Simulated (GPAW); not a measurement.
Here is a GPAW 26.7.0 calculation.

run.py

```python
from ase import Atoms
from ase.eos import EquationOfState
from ase.io import Trajectory
from ase.units import GPa
from gpaw import GPAW, PW

atoms = Atoms(['Ti', 'Al'],
              cell=[[3.179064, 0.0, 0.0],
                    [0.0, 3.179064, 0.0],
                    [0.0, 0.0, 3.179064]],
              scaled_positions=[[0.0, 0.0, 0.0],
                                [0.5, 0.5, 0.5]],
              pbc=True)

traj = Trajectory('eos.traj', 'w')
volumes, energies = [], []
for x in [0.94, 0.96, 0.98, 1.0, 1.02, 1.04, 1.06]:
    a = atoms.copy()
    a.set_cell(atoms.cell * x**(1 / 3), scale_atoms=True)
    calc = GPAW(mode=PW(600),
                xc='PBE',
                kpts={'size': (8, 8, 8), 'gamma': True},
                occupations={'name': 'fermi-dirac', 'width': 0.05},
                nbands=17,
                convergence={'density': 1e-05, 'energy': 1e-05},
                maxiter=150,
                txt=f'eos-{x:.2f}.txt')
    a.calc = calc
    energies.append(a.get_potential_energy(force_consistent=True))
    volumes.append(a.get_volume())
    p = -a.get_stress()[:3].mean() / GPa
    calc.write(f'eos-{x:.2f}.gpw')
    traj.write(a)
    print(f'{x:.2f} {volumes[-1]:10.4f} A^3 {energies[-1]:14.6f} eV {p:9.3f} GPa', flush=True)

v0, e0, B = EquationOfState(volumes, energies, eos='birchmurnaghan').fit()
print(f'V0 = {v0:.4f} A^3, E0 = {e0:.6f} eV, B0 = {B / GPa:.2f} GPa')
```

Potentials or basis: GPAW PAW data sets (gpaw-data 1.2.1), pw.

Run with:

```bash
$ OMP_NUM_THREADS=1 python run.py
```

Question: Predict the equilibrium volume.

Answer: 16.24 Å³/atom.

Question: Predict the pressure derivative of the bulk modulus.

Answer: 3.9.

Question: Predict the bulk modulus.

Answer: 111 GPa.

Energy against volume, from the lowest point:
```
volume (Å³/atom)  energy (meV/atom)
          15.101              31.01
          15.422              15.26
          15.743               5.24
          16.065               0.31
          16.386               0.00
          16.707               4.06
          17.028              11.84
```
